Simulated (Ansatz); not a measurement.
# PbS: the cost of one run

Computed with Ansatz 0.2.0 through its Python package. Level of theory: DFT LDA, plane waves, PAW.

**1. The system**

It takes space group Cmcm (No. 63, orthorhombic). Conventional cell: a = 4.160 Å, b = 11.983 Å, c = 4.279 Å, α = 90.00°, β = 90.00°, γ = 90.00°. Pb (site symmetry m2m) has 5 S at 2.69 to 2.99 Å as nearest neighbours. S (site symmetry m2m) is surrounded by 5 Pb at 2.69 to 2.99 Å.

The script holds or builds the structure itself.

**2. The script**

Contents of pbs_strain.py:

```python
'''A tetragonal strain scan of PbS.'''

import ansatz as az
import numpy as np
from tabulate import tabulate

FUNCTIONAL = 'lda'
CUTOFF = 550
OCCUPATIONS = 'gaussian'
SIGMA = 0.05
KMESH = (6, 6, 6)

vectors0 = np.array([
    [2.07995269, -5.99129686, 0.0],
    [2.07995269, 5.99129686, 0.0],
    [0.0, 0.0, 4.27932094],
])
sites = [
    ('Pb', (0.86943665, 0.13056335, 0.75)),
    ('Pb', (0.13056335, 0.86943665, 0.25)),
    ('S', (0.64520291, 0.35479709, 0.75)),
    ('S', (0.35479709, 0.64520291, 0.25)),
]


def build(cell):
    crystal = az.Crystal(lattice=az.Lattice.of(cell))
    for symbol, position in sites:
        crystal = crystal.atom(symbol, position)
    return crystal


def main() -> None:
    # clamped ions: the fractional positions stay as typed
    values = np.linspace(-0.03, 0.03, 5)
    energies = []
    for d in values:
        strain = np.diag([d, d, (1 + d) ** -2 - 1])
        cell = vectors0 @ (np.eye(3) + strain)
        calculation = build(cell).calculation()
        calculation = calculation.functional(FUNCTIONAL)
        calculation = calculation.basis(CUTOFF)
        calculation = calculation.occupations(OCCUPATIONS, width=SIGMA).kpoints(*KMESH)
        calculation = calculation.stress()
        summary = calculation.run(threads=1, backend='cpu').report
        energies.append(summary['free_energy_ev'] / len(sites))
        s = summary['stress_gpa']
        print(f'd = {d:+.4f}  stress xx yy zz xy (GPa, compression positive): {s[0][0]:8.3f} {s[1][1]:8.3f} {s[2][2]:8.3f} {s[0][1]:8.3f}')
    energies = np.array(energies)

    print(tabulate(zip(values, 1000 * (energies - energies.min())), headers=['strain', 'dE (meV/atom)'], floatfmt='.3f'))
    curvature = 2 * np.polyfit(values, energies, 3)[1]
    volume = abs(np.linalg.det(vectors0)) / len(sites)
    print(f'd2E/dd2 over the volume: {curvature / volume * 160.21766:.1f} GPa')


if __name__ == '__main__':
    main()
```

**3. The run**

Launch:

```
python pbs_strain.py
```

**Question.** How long does this script take on 1 thread of Arm Neoverse V1, shared host, and how much memory does it need?

About 47 s, with a peak of 0.53 GiB.
